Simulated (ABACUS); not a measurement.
Crystal: CdTe.

```xyz
2
Lattice="0.0000 3.2050 3.2050 3.2050 0.0000 3.2050 3.2050 3.2050 0.0000" Properties=species:S:1:pos:R:3 pbc="T T T"
Te    4.8075    4.8075    4.8075
Cd    0.0000    0.0000    0.0000
```

Base run:

* Program: ABACUS 3.10.1
* Functional: BP86
* Potentials or basis: SG15 ONCV 1.2 PBE
* Cutoff: 1401 eV
* Density cutoff: 5606 eV
* Basis: plane waves
* k mesh: 6 × 6 × 6
* Occupations: fermi-dirac, width 0.05 eV
* Spin: no spin polarisation

Its results: band gap on the k mesh 0.83 eV, direct; pressure 4.3 GPa.

Q: The run is repeated on the same cell with these changes: functional from BP86 to BLYP; basis from plane waves to DZP LCAO (the cutoffs set its grid). What comes out?

A: Band gap on the k mesh 0.90 eV, direct; pressure 7.5 GPa.

Several settings changed at once, so the effect can't be laid on one alone.

Caveats: the potentials were made for another functional, which shifts forces and pressure; spin-orbit coupling is left out, which moves the levels of the heavy elements; the atomic orbitals were generated for these runs and aren't a published set (some runs); the basis of atomic orbitals isn't converged, which shifts pressures, moduli and gaps (some runs).

A k mesh can miss the band edges.

Not every run made on this cell is shown here.
